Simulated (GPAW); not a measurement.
# Al2Pt (Fm-3m) in GPAW: settings compared

One crystal, Al2Pt, is run at these levels: LDA, PBEsol; tasks: equation of state.

All numbers are computed with GPAW 26.7.0; they aren't measurements. Logs are shortened: lines on timing, memory, paths and dates and some standing lists are left out, and cuts for length are marked. The log counts tension as positive stress, the text compression.

### Step 1. Starting point

It takes space group Fm-3m (No. 225, cubic). The conventional cell has a = 5.910 Å, b = 5.910 Å, c = 5.910 Å, α = 90.00°, β = 90.00°, γ = 90.00°. Pt (site symmetry m-3m) has 8 Al at 2.56 Å as nearest neighbours. Al (site symmetry -43m) is surrounded by 4 Pt at 2.56 Å.

### Step 2. Equation of state, LDA

Input file run.py:

```python
from ase import Atoms
from ase.eos import EquationOfState
from ase.io import Trajectory
from ase.units import GPa
from gpaw import GPAW, PW

atoms = Atoms(['Pt', 'Al', 'Al'],
              cell=[[0.0, 2.955, 2.955],
                    [2.955, 0.0, 2.955],
                    [2.955, 2.955, 0.0]],
              scaled_positions=[[0.0, 0.0, 0.0],
                                [0.75, 0.75, 0.75],
                                [0.25, 0.25, 0.25]],
              pbc=True)

traj = Trajectory('eos.traj', 'w')
volumes, energies = [], []
for x in [0.94, 0.96, 0.98, 1.0, 1.02, 1.04, 1.06]:
    a = atoms.copy()
    a.set_cell(atoms.cell * x**(1 / 3), scale_atoms=True)
    calc = GPAW(mode=PW(600),
                xc='LDA',
                kpts={'size': (8, 8, 8), 'gamma': True},
                occupations={'name': 'fermi-dirac', 'width': 0.05},
                nbands=23,
                convergence={'density': 1e-05, 'energy': 1e-05},
                maxiter=150,
                txt=f'eos-{x:.2f}.txt')
    a.calc = calc
    energies.append(a.get_potential_energy(force_consistent=True))
    volumes.append(a.get_volume())
    p = -a.get_stress()[:3].mean() / GPa
    calc.write(f'eos-{x:.2f}.gpw')
    traj.write(a)
    print(f'{x:.2f} {volumes[-1]:10.4f} A^3 {energies[-1]:14.6f} eV {p:9.3f} GPa', flush=True)

v0, e0, B = EquationOfState(volumes, energies, eos='birchmurnaghan').fit()
print(f'V0 = {v0:.4f} A^3, E0 = {e0:.6f} eV, B0 = {B / GPa:.2f} GPa')
```

Potentials or basis: the program's PAW data sets (release 1.2.1) made for this functional, pw.

Launch:

```sh
OMP_NUM_THREADS=1 python run.py
```

The program printed:

```text
__  _  _
 | _ |_)|_||  |
 |__||  | ||/\| - 26.7.0

Input parameters:
  mode=PW(ecut=600.0),
  convergence={'density': 1e-05, 'energy': 1e-05},
  kpts=MonkhorstPack(size=(8, 8, 8), gamma=True),
  maxiter=150,
  nbands=23,
  occupations=Occupations(name='fermi-dirac', width=0.05),
  xc=XC(name='LDA')

Diagonalizing LCAO Hamiltonian
Converting LCAO to pw mode

                    Al

           Al

       Pt

Atoms  # Å, Bohr magnetons
|   | symbol |        x |        y |        z |    initial magnetic moments |
|---|--------|----------|----------|----------|-----------------------------|
| 0 |     Pt | 0.000000 | 0.000000 | 0.000000 | ( 0.0000,  0.0000,  0.0000) |
| 1 |     Al | 4.342015 | 4.342015 | 4.342015 | ( 0.0000,  0.0000,  0.0000) |
| 2 |     Al | 1.447338 | 1.447338 | 1.447338 | ( 0.0000,  0.0000,  0.0000) |

Unit cell  # Å
| periodic |        x |        y |        z |  lengths |    angles |
|----------|----------|----------|----------|----------|-----------|
|      yes | 0.000000 | 2.894677 | 2.894677 | 4.093691 | 60.000000 |
|      yes | 2.894677 | 0.000000 | 2.894677 | 4.093691 | 60.000000 |
|      yes | 2.894677 | 2.894677 | 0.000000 | 4.093691 | 60.000000 |

Number of symmetries: 48
Symmetry operations  # r_c * U_cc + t_c -> r_c
|    | kind |            matrix            |
|----|------|------------------------------|
|  0 |  σ   |  1, 0, 0,  1, 0,-1,  1,-1, 0 |
|  1 |  C2  |  1, 0, 0,  1,-1, 0,  1, 0,-1 |
|  2 |  E   |  1, 0, 0,  0, 1, 0,  0, 0, 1 |
|  3 |  σ   |  1, 0, 0,  0, 0, 1,  0, 1, 0 |
|  4 |  C4  |  1, 0,-1,  1, 0, 0,  1,-1, 0 |
|  5 |  S6  |  1, 0,-1,  1,-1, 0,  1, 0, 0 |
|  6 |  σ   |  1, 0,-1,  0, 1,-1,  0, 0,-1 |
|  7 |  C3  |  1, 0,-1,  0, 0,-1,  0, 1,-1 |
|  8 |  S6  |  1,-1, 0,  1, 0, 0,  1, 0,-1 |
|  9 |  C4  |  1,-1, 0,  1, 0,-1,  1, 0, 0 |
| 10 |  C3  |  1,-1, 0,  0,-1, 1,  0,-1, 0 |
| 11 |  σ   |  1,-1, 0,  0,-1, 0,  0,-1, 1 |
| 12 |  σ   |  0, 1, 0,  1, 0, 0,  0, 0, 1 |
| 13 |  C4  |  0, 1, 0,  0, 1,-1, -1, 1, 0 |
| 14 |  C3  |  0, 1, 0,  0, 0, 1,  1, 0, 0 |
| 15 |  S6  |  0, 1, 0, -1, 1, 0,  0, 1,-1 |
| 16 |  C2  |  0, 1,-1,  1, 0,-1,  0, 0,-1 |
| 17 |  σ   |  0, 1,-1,  0, 1, 0, -1, 1, 0 |
| 18 |  S4  |  0, 1,-1,  0, 0,-1,  1, 0,-1 |
| 19 |  C4  |  0, 1,-1, -1, 1, 0,  0, 1, 0 |
| 20 |  C3  |  0, 0, 1,  1, 0, 0,  0, 1, 0 |
| 21 |  σ   |  0, 0, 1,  0, 1, 0,  1, 0, 0 |
| 22 |  S6  |  0, 0, 1,  0,-1, 1, -1, 0, 1 |
| 23 |  C4  |  0, 0, 1, -1, 0, 1,  0,-1, 1 |
| 24 |  S4  |  0, 0,-1,  1, 0,-1,  0, 1,-1 |
| 25 |  C3  |  0, 0,-1,  0, 1,-1,  1, 0,-1 |
| 26 |  C2  |  0, 0,-1,  0,-1, 0, -1, 0, 0 |
| 27 |  S6  |  0, 0,-1, -1, 0, 0,  0,-1, 0 |
| 28 |  S4  |  0,-1, 1,  1,-1, 0,  0,-1, 0 |
| 29 |  C4  |  0,-1, 1,  0, 0, 1, -1, 0, 1 |
| 30 |  C2  |  0,-1, 1,  0,-1, 0,  1,-1, 0 |
| 31 |  σ   |  0,-1, 1, -1, 0, 1,  0, 0, 1 |
| 32 |  C3  |  0,-1, 0,  1,-1, 0,  0,-1, 1 |
| 33 |  S6  |  0,-1, 0,  0, 0,-1, -1, 0, 0 |
| 34 |  S4  |  0,-1, 0,  0,-1, 1,  1,-1, 0 |
| 35 |  C2  |  0,-1, 0, -1, 0, 0,  0, 0,-1 |
| 36 |  C2  | -1, 1, 0,  0, 1, 0,  0, 1,-1 |
| 37 |  S6  | -1, 1, 0,  0, 1,-1,  0, 1, 0 |
| 38 |  S4  | -1, 1, 0, -1, 0, 1, -1, 0, 0 |
| 39 |  C3  | -1, 1, 0, -1, 0, 0, -1, 0, 1 |
| 40 |  S6  | -1, 0, 1,  0, 0, 1,  0,-1, 1 |
| 41 |  C2  | -1, 0, 1,  0,-1, 1,  0, 0, 1 |
| 42 |  C3  | -1, 0, 1, -1, 1, 0, -1, 0, 0 |
| 43 |  S4  | -1, 0, 1, -1, 0, 0, -1, 1, 0 |
| 44 |  C2  | -1, 0, 0,  0, 0,-1,  0,-1, 0 |
| 45 |  i   | -1, 0, 0,  0,-1, 0,  0, 0,-1 |
| 46 |  σ   | -1, 0, 0, -1, 1, 0, -1, 0, 1 |
| 47 |  C2  | -1, 0, 0, -1, 0, 1, -1, 1, 0 |

BZ-sampling:
  Number of BZ points: 512
  Number of IBZ points: 29

  Monkhorst-Pack size: [8, 8, 8]
  Monkhorst-Pack shift: [0.0625, 0.0625, 0.0625]

K-points  # in reciprocal-cell coordinates
|     |                                coordinates |     weight |
|-----|--------------------------------------------|------------|
|   0 | (  0.00000000,   0.00000000,   0.00000000) | 0.00195312 |
|   1 | (  0.12500000,   0.12500000,   0.00000000) | 0.01171875 |
|   2 | (  0.12500000,   0.12500000,   0.12500000) | 0.01562500 |
|   3 | (  0.25000000,   0.12500000,   0.12500000) | 0.02343750 |
|   4 | (  0.25000000,   0.25000000,   0.00000000) | 0.01171875 |
|   5 | (  0.25000000,   0.25000000,   0.12500000) | 0.04687500 |
|   6 | (  0.25000000,   0.25000000,   0.25000000) | 0.01562500 |
|   7 | (  0.37500000,   0.25000000,  -0.37500000) | 0.04687500 |
|   8 | (  0.37500000,   0.25000000,   0.12500000) | 0.04687500 |
|   9 | (  0.37500000,   0.25000000,   0.25000000) | 0.04687500 |
| ... |                                            |            |
|  28 | (  0.50000000,   0.50000000,   0.50000000) | 0.00781250 |

Plane wave coefficients: 1639
Cutoff: 600.0 eV

Spin-components: 1 (collinear spins)
Bands:           23
Projectors:      16
Spin-degeneracy: 2
Datatype:        complex128

Parallelization:
  kpt:    1
  domain: 1
  band:   1

Density:
  Valence electrons: 22.0
  Components: 1
  Grid points: [24 24 24]
  Charge: 0.0  # |e|

Potential:
  Grid points: [24 24 24]

species:
  Pt:
    name:    Platinum
    Z:       78.0
    valence: 16
    core:    62
    charge:  0.0  # [|e|]
    compensation charges:
      type: gauss
      rc: 0.41  # [Å]
      lmax: 2
    cutoffs:
      filter: 2.26  # [Å]
      core: 2.26  # [Å]
    projectors
    | kind |    occ | energy [eV] | rcut [Å] |
    |------|--------|-------------|----------|
    |   6s |  1.000 |      -5.930 |    1.307 |
    |   5p |  6.000 |     -56.318 |    1.371 |
    |   6p |  0.000 |      -0.962 |    1.371 |
    |   5d |  9.000 |      -6.387 |    1.307 |
    |    s |        |      21.281 |    1.307 |
    |    d |        |      20.825 |    1.307 |

    Using partial waves for Pt as LCAO basis

  Al:
    name:    Aluminium
    Z:       13.0
    valence: 3
    core:    10
    charge:  0.0  # [|e|]
    compensation charges:
      type: gauss
      rc: 0.34  # [Å]
      lmax: 2
    cutoffs:
      filter: 1.91  # [Å]
      core: 2.36  # [Å]
    projectors
    | kind |    occ | energy [eV] | rcut [Å] |
    |------|--------|-------------|----------|
    |   3s |  2.000 |      -7.830 |    1.085 |
    |   3p |  1.000 |      -2.783 |    1.085 |
    |    s |        |      19.382 |    1.085 |
    |    p |        |      24.428 |    1.085 |
    |    d |        |       0.000 |    1.085 |

    Using partial waves for Al as LCAO basis

Reference energy: -513253.591483  # eV

eigensolver:
  PPCG
  Converge bands: occupied
  niter=2

density mixing:
  MSR1-Mixer
  Pratt-step length: 0.05
  Maximum mixing coefficient: 0.75
  Old densities: 10
  SVD Regularization: 0.005
  Good broyden scale: 1.0
  Trust region scale: 1.0
  Backstep threshold: 4.0
  History deletion threshold: 6.0
  Fourier metric: weight=20.0, sigma=0.015

occupation numbers:
  Fermi-Dirac:
    width: 0.0500  # eV

poisson solver:
  ecut: 4800.0  # eV

xc functional:
  name: None

convergence criteria:
[... 6 lines left out ...]
|iter     | |      energy | eigst |  dens |
|---------|-|-------------|-------|-------|
|iter:   1| |  -19.875137 | +0.41 |       |
|iter:   2| |  -19.609911 | -2.12 | -0.98 |
|iter:   3| |  -18.929964 | -1.73 | -1.03 |
|iter:   4| |  -18.878659 | -3.27 | -1.48 |
|iter:   5| |  -18.866594 | -3.51 | -1.82 |
|iter:   6| |  -18.866632 | -4.62 | -2.58 |
|iter:   7| |  -18.866654c| -5.54 | -3.17 |
|iter:   8| |  -18.866652c| -7.42c| -3.99 |
|iter:   9| |  -18.866651c| -7.66c| -4.30 |
|iter:  10| |  -18.866651c| -8.90c| -5.89c|

Converged in 10 steps
Energy contributions relative to reference atoms: (reference = -513253.591483)

Energy contributions:
  Kinetic:          15.280652
  Coulomb:         -12.879885
  Zero:             -0.444129
  External:          0.000000
  Xc:              -20.817381
  Entropy:          -0.011816
  Spinorbit:         0.000000
  ----------------------------
  Free energy:     -18.872559
  Extrapolated:    -18.866651

dipole moment: (-20.175871, -20.175871, -20.175871)  # |e|*Ang

Fermi level: 8.079
Eigenvalues  # (at kpt = [0.000, 0.000, 0.000])
| band index |      eig [eV] | occ [0-2] |
|------------|---------------|-----------|
|          0 |       -45.289 |     2.000 |
|          1 |       -45.289 |     2.000 |
|          2 |       -45.289 |     2.000 |
|          3 |        -2.549 |     2.000 |
|          4 |         2.717 |     2.000 |
|          5 |         2.717 |     2.000 |
[... 9 lines left out ...]
|         15 |        13.846 |     0.000 |
|         16 |        14.638 |     0.000 |
|        ... |               |           |
|         22 |        21.511 |     0.000 |

No gap
No difference between direct/indirect transitions

Stress tensor  # eV/Ang^3
|         x |         y |         z |
|-----------|-----------|-----------|
| -0.035002 | -0.000000 | -0.000000 |
| -0.000000 | -0.035002 |  0.000000 |
| -0.000000 |  0.000000 | -0.035002 |

# Writing to eos-0.94.gpw (mode='')
```

Run time: 2.4 min. Hardware: 1 thread of Arm Neoverse V2, shared host; peak memory 0.27 GiB.

What came out:

- Equilibrium volume: 16.76 Å³/atom
- Bulk modulus: 145 GPa
- Pressure derivative of the bulk modulus: 4.5

Energy against volume, from the lowest point:
| volume (Å³/atom) | energy (meV/atom) |
| --- | --- |
| 16.170 | 9.82 |
| 16.514 | 1.45 |
| 16.858 | 0.00 |
| 17.202 | 4.74 |
| 17.546 | 15.00 |
| 17.890 | 30.20 |
| 18.234 | 49.80 |

Spin-orbit coupling is left out, which matters for the levels of Pt. LDA usually gives volumes a few per cent too small.

### Step 3. Equation of state, PBEsol

run.py: that of step 2 with these lines changed.

```diff
@@ -4,3 +4,5 @@
 from ase.units import GPa
-from gpaw import GPAW, PW
+from gpaw import GPAW, PW, setup_paths
+
+setup_paths.insert(0, '.')
 
@@ -21,3 +23,3 @@
     calc = GPAW(mode=PW(600),
-                xc='LDA',
+                xc='PBEsol',
                 kpts={'size': (8, 8, 8), 'gamma': True},
```

Potentials or basis: PAW data sets generated in the run's folder for this functional, pw.

Launch:

```sh
gpaw-setup -f PBEsol Al Pt
OMP_NUM_THREADS=1 python run.py
```

Run time: 2.5 min. Hardware: 1 thread of Arm Neoverse V2, shared host; peak memory 0.27 GiB.

The run converged. Its results:

* Equilibrium volume: 17.14 Å³/atom
* Bulk modulus: 138 GPa
* Pressure derivative of the bulk modulus: 4.4

Energy against volume, from the lowest point:
```tsv
volume (Å³/atom)	energy (meV/atom)
16.170	26.37
16.514	10.57
16.858	2.03
17.202	0.00
17.546	3.81
17.890	12.85
18.234	26.58
```

The run has no spin-orbit coupling, so splittings on Pt are missing.

### Step 4. For comparison

An earlier run on the cell as given: functional PBE; potentials or basis GPAW PAW data sets (gpaw-data 1.2.1); cutoff 600 eV; basis pw; k mesh 8 × 8 × 8; occupations fermi-dirac, width 0.05 eV; no spin polarisation.

- Pressure: 2.9 GPa
- Band gap on the k mesh: none (metal or under the smearing width)

### Step 5. Summary

| task | level | potentials or basis | V0 of scaled cells (Å³/atom) | B0 (GPa) |
| --- | --- | --- | --- | --- |
| equation of state | LDA | the program's PAW data sets (release 1.2.1) made for this functional, pw | 16.76 | 145 |
| equation of state | PBEsol | PAW data sets generated in the run's folder for this functional, pw | 17.14 | 138 |
| single point | PBE | GPAW PAW data sets (gpaw-data 1.2.1), pw | - | - |

Alike in all rows: no spin polarisation; cell as given; k mesh 8 × 8 × 8; cutoff (eV) 600; smearing fermi-dirac 0.05 eV.

Total energies depend on the potentials used, so only differences within one code and one set of settings carry meaning.
